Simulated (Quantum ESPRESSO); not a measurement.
Crystal: PbSe (Clausthalite).

```
CELL_PARAMETERS angstrom
0.00000 3.06065 3.06065
3.06065 0.00000 3.06065
3.06065 3.06065 0.00000
ATOMIC_POSITIONS crystal
Pb 0.00000 0.00000 0.00000
Se 0.50000 0.50000 0.50000
```

Base run:

```yaml
Program: Quantum ESPRESSO 7.5
Functional: WC
Potentials_or_basis: GBRV 1.5 PBE
Cutoff: 612 eV
Density_cutoff: 4898 eV
k_mesh: 6 × 6 × 6, shifted
Occupations: fermi-dirac, width 0.05 eV
Spin: no spin polarisation
```

Its results: pressure -0.5 GPa; electronic dielectric tensor (diagonal) 22.44.

Q: The run is repeated on the same cell with these changes: functional from WC to AM05. What comes out?

A: Pressure 0.0 GPa; electronic dielectric tensor (diagonal) 21.56.

Caveats: the potentials were made for another functional, which shifts forces and pressure.
